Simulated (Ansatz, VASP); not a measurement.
## KF in VASP and in Ansatz

File INCAR:

```
ALGO = Normal ; EDIFF = 1E-7
ENCUT = 520 ; GGA = CA
ISIF = 2 ; ISMEAR = 0
LASPH = T ; LCHARG = F
LREAL = F ; LWAVE = F
NBANDS = 15 ; NELM = 60
PREC = Accurate ; SIGMA = 0.05
```

KPOINTS

```
k-points
0
Gamma
  8 8 8
```

File POSCAR:

```
KF
1.0
    0.0000000000      2.5398250000      2.8071750000
    2.5398250000      0.0000000000      2.8071750000
    2.5398250000      2.5398250000      0.0000000000
K F
1 1
Direct
    0.0000000000      0.0000000000      0.0000000000
    0.5000000000      0.5000000000      0.5000000000
```

Input for Ansatz:

```yaml
crystal:
  lattice:
    - [0.0, 2.539825, 2.807175]
    - [2.539825, 0.0, 2.807175]
    - [2.539825, 2.539825, 0.0]
  atoms:
    - { symbol: K, position: [0.0, 0.0, 0.0] }
    - { symbol: F, position: [0.5, 0.5, 0.5] }
basis:
  ecutwfc: 420
kpoints:
  mp_grid: { grid: [8, 8, 8] }
hamiltonian:
  xc: lda
scf:
  occupations: { method: gaussian, width: 0.05 }
output:
  forces: true
  stress: true
  eigenvalues: true
```

Change from the starting cell: strain -0.050 along x and y, +0.050 along z, atoms carried along.

Alike in both runs: task single point; functional LDA; k mesh 8 × 8 × 8; occupations gaussian, width 0.05 eV; no spin polarisation.

|  | VASP | Ansatz |
| --- | --- | --- |
| version | VASP 6.6.1 | Ansatz 0.2.0 |
| potentials or method | VASP PAW LDA potentials, release 64 (K_sv, F) | scalar-relativistic, plane waves, PAW |
| plane-wave cutoff (eV) | 520 | 420 |
| valence electrons in the cell | 16 | 16 |

|  | VASP | Ansatz | Ansatz less VASP |
| --- | --- | --- | --- |
| gap on the k mesh at the Fermi level (eV) | 5.94 | 5.96 | +0.020 |
| least direct gap on the mesh (eV) | 5.94 | 5.96 | +0.020 |
| pressure (GPa) | -0.8 | -1.0 | -0.19 |
| largest component of the traceless stress (GPa) | 3.50 | 3.30 | -0.200 |

A k mesh can miss the band edges.
